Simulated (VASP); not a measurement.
# Cd (Im-3m) in VASP: single point with PBEsol

Aim: the single point of Cd with PBEsol.

Program: VASP 6.6.1. These are calculated values, not measurements. Logs are shortened: lines on timing, memory, paths and dates and some standing lists are left out, and cuts for length are marked.

## (1) The crystal as given

The structure is cubic, space group Im-3m (No. 229). The conventional cell has a = 3.569 Å, b = 3.569 Å, c = 3.569 Å, α = 90.00°, β = 90.00°, γ = 90.00°. Around Cd (site symmetry m-3m) lie 8 Cd at 3.09 Å.

This isn't the form of Cd at room conditions, which is hcp.

## (2) Single point, PBEsol

The input, INCAR:

```
PREC = Accurate ; ENCUT = 520
EDIFF = 1E-6 ; ISMEAR = 0
SIGMA = 0.1 ; LREAL = F
LASPH = T ; NELM = 100
ALGO = Normal ; ISIF = 2
LWAVE = F ; LCHARG = F
GGA = PS ; NBANDS = 12
```

The input, KPOINTS:

```
Automatic mesh
0
Gamma
  8 8 8
```

The input, POSCAR:

```
Cd
1.0
   -1.7843220000      1.7843220000      1.7843220000
    1.7843220000     -1.7843220000      1.7843220000
    1.7843220000      1.7843220000     -1.7843220000
Cd
1
Direct
    0.0000000000      0.0000000000      0.0000000000
```

Potentials or basis: VASP PAW PBE potentials, release 64 (Cd).

Command:

```sh
> cat potpaw_PBE.64/Cd/POTCAR > POTCAR
> mpirun -np 1 vasp_std > vasp.out
```

OUTCAR:

```text
PREC = Accurate
   ENCUT = 520
   EDIFF = 1E-6
   ISMEAR = 0
   LREAL = F
   LASPH = T
   NELM = 100
   ISIF = 2
   GGA = PS

 ion  position               nearest neighbor table
   1  0.000  0.000  0.000-

  LATTYP: Found a body centered cubic cell.
 ALAT       =     3.5686440000

  Lattice vectors:

 A1 = (  -1.7843220000,   1.7843220000,   1.7843220000)
 A2 = (   1.7843220000,  -1.7843220000,   1.7843220000)
 A3 = (   1.7843220000,   1.7843220000,  -1.7843220000)

Analysis of symmetry for initial positions (statically):
=====================================================================
 Subroutine PRICEL returns:
 Original cell was already a primitive cell.

 Routine SETGRP: Setting up the symmetry group for a
 body centered cubic supercell.

 Subroutine GETGRP returns: Found 48 space group operations
 (whereof 48 operations were pure point group operations)
 out of a pool of 48 trial point group operations.

The static configuration has the point symmetry O_h .

Analysis of symmetry for dynamics (positions and initial velocities):
=====================================================================
 Subroutine PRICEL returns:
 Original cell was already a primitive cell.

 Routine SETGRP: Setting up the symmetry group for a
 body centered cubic supercell.

 Subroutine GETGRP returns: Found 48 space group operations
 (whereof 48 operations were pure point group operations)
 out of a pool of 48 trial point group operations.

The dynamic configuration has the point symmetry O_h .

 Subroutine INISYM returns: Found 48 space group operations
 (whereof 48 operations are pure point group operations),
 and found     1 'primitive' translations

----------------------------------------------------------------------------------------

                                     Primitive cell

  volume of cell :      22.7237

  direct lattice vectors                    reciprocal lattice vectors
    -1.784322000  1.784322000  1.784322000     0.000000000  0.280218481  0.280218481
     1.784322000 -1.784322000  1.784322000     0.280218481  0.000000000  0.280218481
     1.784322000  1.784322000 -1.784322000     0.280218481  0.280218481  0.000000000

  length of vectors
     3.090536361  3.090536361  3.090536361     0.396288776  0.396288776  0.396288776

  position of ions in fractional coordinates (direct lattice)
     0.000000000  0.000000000  0.000000000

[... 68 lines left out ...]
   ICHARG =      2    charge: 1-file 2-atom 10-const
   ISPIN  =      1    spin polarized calculation?
   LNONCOLLINEAR =      F non collinear calculations
   LSORBIT =      F    spin-orbit coupling
   LASPH  =      T    aspherical Exc in radial PAW
   ENCUT  =  520.0 eV  38.22 Ry    6.18 a.u.   5.75  5.75  5.75*2*pi/ulx,y,z
   NELM   =    100;   NELMIN=  2; NELMDL= -5     # of ELM steps
   EDIFF  = 0.1E-05   stopping-criterion for ELM
[... 8 lines left out ...]
   TEBEG  =    0.0;   TEEND  =   0.0 temperature during run
   PSTRESS=    0.0 pullay stress
   NELECT =      12.0000    total number of electrons
   NUPDOWN=      -1.0000    fix difference up-down
   EMIN   =  10.00;   EMAX   =-10.00  energy-range for DOS
   EFERMI =   0.00;   METHOD = LEGACY
   ISMEAR =     0;   SIGMA  =   0.10  broadening in eV -4-tet -1-fermi 0-gaus
   EFERMI_NEDOS =   21; number of points for ismear=-14 and -15
   IALGO  =     38    algorithm
   IMIX   =      4    mixing-type and parameters
     AMIX     =   0.40;   BMIX     =  1.00
     AMIX_MAG =   1.60;   BMIX_MAG =  1.00
  volume/ion in A,a.u.               =      22.72       153.35
  Fermi-wavevector in a.u.,A,eV,Ry     =   1.323250  2.500581 23.823686  1.750992
  Thomas-Fermi vector in A             =   2.452872
   LORBIT       =      0    0 simple, 1 ext, 2 COOP (PROOUT), +10 PAW based schemes
   GGA     = PS    functional components
   LHFCALC =     F    Hartree Fock is set to
   AEXX    =    0.0000 exact exchange contribution
   IVDW    =     0    specifies the selected vdW correction
   LEPSILON=     F    determine dielectric tensor
   LRPA    =     F    only Hartree local field effects (RPA)
 non-spin polarized calculation
 Gauss-broadening in eV      SIGMA  =   0.10
  energy-cutoff  :      520.00
  volume of cell :       22.72
 maximum number of plane-waves:       627
   NGX = 11   NGY = 11   NGZ = 11

 number of electron      12.0000006 magnetization

 Free energy of the ion-electron system (eV)
  ---------------------------------------------------
  ext. energy  EPLUGINS =         0.00000000
  ---------------------------------------------------
  free energy    TOTEN  =        -1.09619730 eV

  energy without entropy =       -1.09160722  energy(sigma->0) =       -1.09390226

 E-fermi :   2.2282     XC(G=0): -10.9541

 val. band max:        2.1692225111   @ k =   0.3750   0.2500   0.0000
 cond. band min:       2.2428943136   @ k =   0.3750   0.2500   0.0000
 fundamental gap:      0.0736718025
 Fermi energy:         2.2282012676

 k-point     1 :       0.0000    0.0000    0.0000
  band No.  band energies     occupation
      1      -6.6744      2.00000
      2      -6.6744      2.00000
      3      -6.6744      2.00000
      4      -6.1516      2.00000
      5      -6.0673      2.00000
      6      -6.0673      2.00000
      7      17.7604      0.00000
      8      17.7604      0.00000
      9      17.7604      0.00000
     10      18.2431      0.00000
     11      18.2431      0.00000
     12      18.2431      0.00000
[... 331 lines left out ...]
 k-point    24 :      -0.3750    0.3750    0.2500
  band No.  band energies     occupation
      1      -6.7934      2.00000
      2      -6.6011      2.00000
      3      -6.3936      2.00000
      4      -6.2057      2.00000
      5      -5.8849      2.00000
      6      -0.4347      2.00000
      7       6.1886      0.00000
      8       8.5071      0.00000
      9      10.5831      0.00000
     10      13.0099      0.00000
     11      18.8333      0.00000
     12      21.5245      0.00000

 [... further k-points ...]
[... 5 lines left out ...]
  --------------------------------------------------------------------------------------
  -------------------------------------------------------------------------------------
  Total       -0.3977299     -0.3977299     -0.3977299      0.0000000      0.0000000      0.0000000
  in kB      -28.0426586    -28.0426586    -28.0426586      0.0000000      0.0000000      0.0000000
  external PRESSURE =     -28.0426586 kB  Pullay stress =       0.0000000 kB

 VOLUME and BASIS-vectors are now :
 -----------------------------------------------------------------------------
  energy-cutoff  :      520.00
  volume of cell :       22.72
      direct lattice vectors                 reciprocal lattice vectors
    -1.784322000  1.784322000  1.784322000     0.000000000  0.280218481  0.280218481
     1.784322000 -1.784322000  1.784322000     0.280218481  0.000000000  0.280218481
     1.784322000  1.784322000 -1.784322000     0.280218481  0.280218481  0.000000000

 POSITION                                       TOTAL-FORCE (eV/Angst)
 -----------------------------------------------------------------------------------
      0.00000      0.00000      0.00000         0.000000     -0.000000      0.000000
 -----------------------------------------------------------------------------------
    total drift:                                0.000000      0.000000      0.000000

  FREE ENERGIE OF THE ION-ELECTRON SYSTEM (eV)
  ---------------------------------------------------
  free  energy   TOTEN  =        -1.0961973017 eV

  energy  without entropy=       -1.0916072198  energy(sigma->0) =       -1.09390226
```

OSZICAR:

```text
N       E                     dE             d eps       ncg     rms          rms(c)
DAV:   1     0.701558989237E+02    0.70156E+02   -0.68147E+03   744   0.976E+02
DAV:   2     0.114045171076E+00   -0.70042E+02   -0.67523E+02   744   0.234E+02
DAV:   3    -0.116845351368E+01   -0.12825E+01   -0.12820E+01   808   0.355E+01
DAV:   4    -0.117006013982E+01   -0.16066E-02   -0.16066E-02   812   0.125E+00
DAV:   5    -0.117006370515E+01   -0.35653E-05   -0.35654E-05   800   0.589E-02    0.271E+00
DAV:   6    -0.110153613001E+01    0.68528E-01   -0.18046E-01   796   0.535E+00    0.227E+00
DAV:   7    -0.109687597872E+01    0.46602E-02   -0.11834E-02   776   0.109E+00    0.124E+00
DAV:   8    -0.109617877004E+01    0.69721E-03   -0.13866E-03   748   0.512E-01    0.551E-02
DAV:   9    -0.109619172398E+01   -0.12954E-04   -0.44221E-06   796   0.185E-02    0.174E-02
DAV:  10    -0.109619734310E+01   -0.56191E-05   -0.38218E-06   736   0.236E-02    0.152E-03
DAV:  11    -0.109619730169E+01    0.41405E-07   -0.23367E-08   404   0.176E-03
   1 F= -.10961973E+01 E0= -.10939023E+01  d E =-.459008E-02
```

stdout:

```text
POSCAR found type information on POSCAR Cd
 POSCAR found :  1 types and       1 ions
 scaLAPACK will be used
 -----------------------------------------------------------------------------
|                                                                             |
|                                                                             |
|     You enforced a specific xc type in the INCAR file but a different       |
|     I HOPE YOU KNOW WHAT YOU ARE DOING!                                     |
|                                                                             |
 -----------------------------------------------------------------------------

 LDA part: xc-table for (Slater+PW92), standard interpolation
 POSCAR, INCAR and KPOINTS ok, starting setup
 FFT: planning ... GRIDC
 FFT: planning ... GRID_SOFT
 FFT: planning ... GRID
 WAVECAR not read
 entering main loop
```

Run time: 4.8 s. Hardware: 1 thread of Intel Xeon Platinum 8375C at 2.90GHz (Ice Lake), shared host; peak memory 0.13 GiB.

What came out:

```
Free energy            : -1.0962 eV
Pressure               : -2.8 GPa
Band gap on the k mesh : none (metal or under the smearing width)
```

Levels at points of the mesh, in eV from the Fermi level:
```
           k point  band 2  band 3  band 4  band 5  band 6  band 7  band 8  band 9  band 10  band 11
(0.00, 0.00, 0.00)   -8.90   -8.90   -8.38   -8.30   -8.30   15.53   15.53   15.53    16.01    16.01
(0.50, 0.00, 0.00)   -9.21   -8.33   -8.27   -7.89   -1.81   -0.79    9.33   10.08    13.60    14.15
(0.50, 0.50, 0.50)   -9.36   -7.99   -7.99   -7.99    3.58    3.58    3.58    5.64     8.11     8.11
```

Caveat: the PAW data sets were made with another functional, which shifts forces and pressure a little.
